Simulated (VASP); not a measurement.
# HgTe (P6_3/mmc) in VASP: further runs

The runs below take HgTe through single point, relaxation of cell and atoms, with PBE, r2SCAN.

Program: VASP 6.6.1. These are calculated values, not measurements. Logs are shortened: lines on timing, memory, paths and dates and some standing lists are left out, and cuts for length are marked.

**1. The crystal as given**

Symmetry: P6_3/mmc, No. 194, hexagonal system. The conventional cell has a = 4.261 Å, b = 4.261 Å, c = 7.470 Å, α = 90.00°, β = 90.00°, γ = 120.00°. Hg (site symmetry -3m) is surrounded by 6 Te at 3.09 Å. Te (site symmetry -6m2) is surrounded by 6 Hg at 3.09 Å.

The cell was built by a generator and needn't be a form met in nature.

**2. Single point, PBE**

File INCAR:

```
PREC     = Accurate       # precision mode
ENCUT    = 520            # plane-wave cutoff, eV
EDIFF    = 1E-6           # SCF threshold, eV
ISMEAR   = -1             # smearing method
SIGMA    = 0.02           # smearing width, eV
LREAL    = False          # projectors in reciprocal space
LASPH    = True           # aspherical terms in the spheres
NELM     = 100            # most SCF steps
ALGO     = Normal         # electronic algorithm
ISIF     = 2              # what is computed and relaxed
LWAVE    = False          # write WAVECAR
LCHARG   = False          # write CHGCAR
GGA      = PE             # functional
NBANDS   = 26             # bands
```

File KPOINTS:

```
Automatic mesh
0
Gamma
  6 6 4
```

File POSCAR:

```
HgTe
1.0
    4.2614311701      0.0000000000      0.0000000000
   -2.1307155851      3.6905076498      0.0000000000
    0.0000000000      0.0000000000      7.4700936535
Hg Te
2 2
Direct
    0.0000000000      0.0000000000      0.0000000000
    0.0000000000      0.0000000000      0.5000000000
    0.3333333333      0.6666666667      0.2500000000
    0.6666666667      0.3333333333      0.7500000000
```

Potentials or basis: VASP PAW PBE potentials, release 64 (Hg, Te).

Launch:

```
$ cat potpaw_PBE.64/Hg/POTCAR potpaw_PBE.64/Te/POTCAR > POTCAR
$ mpirun -np 1 vasp_std > vasp.out
```

OUTCAR:

```text
PREC = Accurate
   ENCUT = 520
   EDIFF = 1E-6
   ISMEAR = -1
   LREAL = False
   LASPH = True
   NELM = 100
   ISIF = 2
   GGA = PE

 ion  position               nearest neighbor table
   1  0.000  0.000  0.000-   3 3.09   4 3.09   4 3.09   3 3.09   4 3.09   3 3.09   2 3.74   2 3.74

   2  0.000  0.000  0.500-   3 3.09   4 3.09   4 3.09   3 3.09   4 3.09   3 3.09   1 3.74   1 3.74

   3  0.333  0.667  0.250-   1 3.09   2 3.09   1 3.09   2 3.09   1 3.09   2 3.09
   4  0.667  0.333  0.750-   1 3.09   2 3.09   1 3.09   2 3.09   1 3.09   2 3.09

  LATTYP: Found a hexagonal cell.
 ALAT       =     4.2614311701
 C/A-ratio  =     1.7529541967

  Lattice vectors:

 A1 = (   4.2614311701,   0.0000000000,   0.0000000000)
 A2 = (  -2.1307155851,   3.6905076498,   0.0000000000)
 A3 = (   0.0000000000,   0.0000000000,   7.4700936535)

Analysis of symmetry for initial positions (statically):
=====================================================================
 Subroutine PRICEL returns:
 Original cell was already a primitive cell.

 Routine SETGRP: Setting up the symmetry group for a
 hexagonal supercell.

 Subroutine GETGRP returns: Found 24 space group operations
 (whereof 12 operations were pure point group operations)
 out of a pool of 24 trial point group operations.

The static configuration has the point symmetry D_3d.
 The point group associated with its full space group is D_6h.

Analysis of symmetry for dynamics (positions and initial velocities):
=====================================================================
 Subroutine PRICEL returns:
 Original cell was already a primitive cell.

 Routine SETGRP: Setting up the symmetry group for a
 hexagonal supercell.

 Subroutine GETGRP returns: Found 24 space group operations
 (whereof 12 operations were pure point group operations)
 out of a pool of 24 trial point group operations.

The dynamic configuration has the point symmetry D_3d.
 The point group associated with its full space group is D_6h.

 Subroutine INISYM returns: Found 24 space group operations
 (whereof 12 operations are pure point group operations),
 and found     1 'primitive' translations

----------------------------------------------------------------------------------------

                                     Primitive cell

  volume of cell :     117.4810

[... 87 lines left out ...]
   NELM   =    100;   NELMIN=  2; NELMDL= -5     # of ELM steps
   EDIFF  = 0.1E-05   stopping-criterion for ELM
   LREAL  =      F    real-space projection
   EDIFFG = 0.1E-04   stopping-criterion for IOM
   NSW    =      0    number of steps for IOM
   IBRION =     -1    ionic relax: 0-MD 1-quasi-New 2-CG
   NFREE  =      0    steps in history (QN), initial steepest desc. (CG)
   ISIF   =      2    stress and relaxation
   ISYM   =      2    0-nonsym 1-usesym 2-fastsym
   POTIM  = 0.5000    time-step for ionic-motion
   TEBEG  =    0.0;   TEEND  =   0.0 temperature during run
   PSTRESS=    0.0 pullay stress
   NELECT =      36.0000    total number of electrons
   NUPDOWN=      -1.0000    fix difference up-down
   EMIN   =  10.00;   EMAX   =-10.00  energy-range for DOS
   EFERMI =   0.00;   METHOD = LEGACY
   ISMEAR =    -1;   SIGMA  =   0.02  broadening in eV -4-tet -1-fermi 0-gaus
   EFERMI_NEDOS =   21; number of points for ismear=-14 and -15
   IALGO  =     38    algorithm
   IMIX   =      4    mixing-type and parameters
     AMIX     =   0.40;   BMIX     =  1.00
     AMIX_MAG =   1.60;   BMIX_MAG =  1.00
  volume/ion in A,a.u.               =      29.37       198.20
  Fermi-wavevector in a.u.,A,eV,Ry     =   1.103705  2.085701 16.574146  1.218165
  Thomas-Fermi vector in A             =   2.240167
   LORBIT       =      0    0 simple, 1 ext, 2 COOP (PROOUT), +10 PAW based schemes
   GGA     = PE    functional components
   LHFCALC =     F    Hartree Fock is set to
   AEXX    =    0.0000 exact exchange contribution
   IVDW    =     0    specifies the selected vdW correction
   LEPSILON=     F    determine dielectric tensor
   LRPA    =     F    only Hartree local field effects (RPA)
 non-spin polarized calculation
  energy-cutoff  :      520.00
  volume of cell :      117.48
 maximum number of plane-waves:      3198
 NGX is ok and might be reduce to    32
   NGX = 15   NGY = 15   NGZ = 27

 number of electron      36.0000006 magnetization

 Free energy of the ion-electron system (eV)
  ---------------------------------------------------
  ext. energy  EPLUGINS =         0.00000000
  ---------------------------------------------------
  free energy    TOTEN  =        -6.48495122 eV

  energy without entropy =       -6.48016229  energy(sigma->0) =       -6.48255676

 E-fermi :   4.1207     XC(G=0):  -9.7027

 val. band max:        3.9650443949   @ k =   0.0000   0.0000   0.5000
 cond. band min:       4.1353774772   @ k =   0.5000  -0.0000   0.2500
 fundamental gap:      0.1703330823
 Fermi energy:         4.1206835773

 k-point     1 :       0.0000    0.0000    0.0000
  band No.  band energies     occupation
      1      -7.8046      2.00000
      2      -6.8098      2.00000
      3      -2.8399      2.00000
      4      -2.8348      2.00000
      5      -2.8348      2.00000
      6      -2.7365      2.00000
[... 598 lines left out ...]
     25      11.9284      0.00000
     26      11.9284      0.00000

------------------------ aborting loop because EDIFF is reached ----------------------------------------

  FORCE on cell =-STRESS in cart. coord.  units (eV):
  Direction    XX          YY          ZZ          XY          YZ          ZX
  --------------------------------------------------------------------------------------
  -------------------------------------------------------------------------------------
  Total        0.0578511      0.0578511      0.0919735     -0.0000000     -0.0000000      0.0000000
  in kB        0.7889593      0.7889593      1.2543117     -0.0000000     -0.0000000      0.0000000
  external PRESSURE =       0.9440768 kB  Pullay stress =       0.0000000 kB

 VOLUME and BASIS-vectors are now :
 -----------------------------------------------------------------------------
  energy-cutoff  :      520.00
  volume of cell :      117.48
      direct lattice vectors                 reciprocal lattice vectors
     4.261431170  0.000000000  0.000000000     0.234662948  0.135482716  0.000000000
    -2.130715585  3.690507650  0.000000000     0.000000000  0.270965432  0.000000000
     0.000000000  0.000000000  7.470093654     0.000000000  0.000000000  0.133867130

 POSITION                                       TOTAL-FORCE (eV/Angst)
 -----------------------------------------------------------------------------------
      0.00000      0.00000      0.00000         0.000000      0.000000      0.000000
      0.00000      0.00000      3.73505         0.000000      0.000000      0.000000
     -0.00000      2.46034      1.86752        -0.000000      0.000000     -0.000000
      2.13072      1.23017      5.60257         0.000000     -0.000000      0.000000
 -----------------------------------------------------------------------------------
    total drift:                                0.000000     -0.000000      0.000000

  FREE ENERGIE OF THE ION-ELECTRON SYSTEM (eV)
  ---------------------------------------------------
  free  energy   TOTEN  =        -6.4849512177 eV

  energy  without entropy=       -6.4801622949  energy(sigma->0) =       -6.48255676
```

stdout:

```text
POSCAR found type information on POSCAR HgTe
 POSCAR found :  2 types and       4 ions
 scaLAPACK will be used
 LDA part: xc-table for (Slater+PW92), standard interpolation
 POSCAR, INCAR and KPOINTS ok, starting setup
 FFT: planning ... GRIDC
 FFT: planning ... GRID_SOFT
 FFT: planning ... GRID
 WAVECAR not read
 entering main loop
```

It took 25 s on 1 thread of Intel Xeon 6975P-C (Granite Rapids), shared host; peak memory 0.26 GiB.

Results:

```
Free energy            : -6.4850 eV
Pressure               : 0.1 GPa
Band gap on the k mesh : none (metal or under the smearing width)
```

(Part 1 of 3 ends here.)
